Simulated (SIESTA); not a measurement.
Ag:

```xyz
1
Lattice="0.0000 2.0427 2.0427 2.0427 0.0000 2.0427 2.0427 2.0427 0.0000" Properties=species:S:1:pos:R:3 pbc="T T T"
Ag    0.0000    0.0000    0.0000
```

- Program: SIESTA 5.4.2
- Task: relaxation of cell and atoms
- Functional: PBE
- Potentials or basis: PseudoDojo 0.4 standard (PBE files)
- Basis: SZ (energy shift 0.01 Ry)
- Grid cutoff: 800 Ry
- Energy shift: 0.01 Ry
- k mesh: 11 × 11 × 11
- Occupations: fermi-dirac, width 0.05 eV
- Spin: no spin polarisation

At the start: pressure 10.5 GPa; volume 17.05 Å³/atom.

Problem. How do energy, volume and symmetry change on relaxing?

Solution. Over 4 steps the energy falls by 58.7 meV/atom and the volume is 19.06 Å³/atom (+11.8 %); space group Fm-3m (No. 225, to 0.05 Å).

The path:
```csv
step,energy change (eV),largest force (eV/Å),pressure (GPa),volume (Å³)
1,0.0000,0.0000,10.52,17.05
2,-0.0406,0.0000,5.28,17.89
3,-0.0582,0.0000,0.81,18.86
4,-0.0587,0.0000,0.10,19.06
```

Final structure:
```yaml
crystal:
  lattice:
    - [0.00009, 2.12019, 2.12019]
    - [2.12019, 0.00009, 2.12019]
    - [2.12019, 2.12019, 0.00009]
  atoms:
    - { symbol: Ag, position: [0.00000, 0.00000, 0.00000] }
```

Caveat: the basis has no polarisation orbitals; short orbitals over semicore shells can move pressures by several GPa; the volume moved by +12 % from the deposited cell, more than functionals usually miss; the basis of atomic orbitals isn't converged, which shifts pressures, moduli and gaps.
